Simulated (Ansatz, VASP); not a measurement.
Pd: VASP beside Ansatz

```
Pd
1.0
     0.00000    1.97142    1.97142
     1.97142    0.00000    1.97142
     1.97142    1.97142    0.00000
Pd
1
Direct
  0.00000 0.00000 0.00000
```

Alike in both runs: functional PBE; k mesh 24 × 24 × 24; occupations gaussian, width 0.1 eV; no spin polarisation.

Ansatz relaxed the structure, and its values are those at the end. VASP's run is a single point on that final structure, the one shown.

|  | VASP | Ansatz |
| --- | --- | --- |
| version | VASP 6.6.1 | Ansatz 0.2.0 |
| potentials or method | VASP PAW PBE potentials, release 64 (Pd) | scalar-relativistic, plane waves, PAW |
| plane-wave cutoff (eV) | 520 | 420 |
| valence electrons in the cell | 10 | 18 |

VASP gave:

- gap on the k mesh at the Fermi level (eV): none
- pressure (GPa): -0.3

Question: Which values does Ansatz return?

Answer: gap on the k mesh at the Fermi level (eV): none; pressure (GPa): 0.0.

A gap of «none» marks a metal or a gap that the smearing closes. The two sets of potentials don't hold the same shells in valence.
